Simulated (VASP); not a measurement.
HfSi2:

```xyz
6
Lattice="1.8360 -7.2850 0.0000 1.8360 7.2850 0.0000 0.0000 0.0000 3.6410" Properties=species:S:1:pos:R:3 pbc="T T T"
Hf    1.8360   -5.7406    0.9103
Hf    1.8360    5.7406    2.7308
Si    1.8360   -0.8596    0.9103
Si    1.8360    0.8596    2.7308
Si    1.8360    3.6425    0.9103
Si    1.8360   -3.6425    2.7308
```

- Program: VASP 6.6.1
- Task: relaxation of cell and atoms
- Functional: PBE
- Potentials or basis: VASP PAW PBE potentials, release 64 (Hf, Si)
- Cutoff: 300 eV
- k mesh: 5 × 5 × 5
- Occupations: methfessel-paxton, width 0.1 eV
- Spin: no spin polarisation

At the start: pressure 1.2 GPa; volume 16.23 Å³/atom.

How do energy, volume and symmetry change on relaxing?

Over 10 steps the energy falls by 11.0 meV/atom and the volume is 16.38 Å³/atom (+0.9 %); space group Cmcm (No. 63, to 0.05 Å).

Step by step:
| step | energy change (eV) | largest force (eV/Å) | pressure (GPa) | volume (Å³) |
| --- | --- | --- | --- | --- |
| 1 | 0.0000 | 0.6624 | 1.23 | 97.40 |
| 2 | -0.0456 | 0.3810 | -1.41 | 99.16 |
| 3 | -0.0470 | 0.3105 | -1.97 | 99.56 |
| 4 | -0.0574 | 0.1664 | 0.82 | 97.65 |
| 5 | -0.0627 | 0.0422 | -0.22 | 98.33 |
| 6 | -0.0655 | 0.0567 | 0.26 | 98.01 |
| 7 | -0.0655 | 0.0557 | 0.24 | 98.02 |
| 8 | -0.0659 | 0.0410 | -0.14 | 98.31 |
| 9 | -0.0659 | 0.0415 | -0.13 | 98.30 |
| 10 | -0.0662 | 0.0084 | -0.02 | 98.25 |

Final structure:
```yaml
crystal:
  lattice:
    - [1.85722, -7.24917, 0.00000]
    - [1.85722, 7.24917, 0.00000]
    - [0.00000, 0.00000, 3.64886]
  atoms:
    - { symbol: Hf, position: [0.89517, 0.10483, 0.25000] }
    - { symbol: Hf, position: [0.10483, 0.89517, 0.75000] }
    - { symbol: Si, position: [0.55420, 0.44580, 0.25000] }
    - { symbol: Si, position: [0.44580, 0.55420, 0.75000] }
    - { symbol: Si, position: [0.25051, 0.74949, 0.25000] }
    - { symbol: Si, position: [0.74949, 0.25051, 0.75000] }
```

Caveat: the cutoff is under 1.25 times the usual one of these potentials, so pressure, stress and relaxed cells hold a basis-set (Pulay) error.
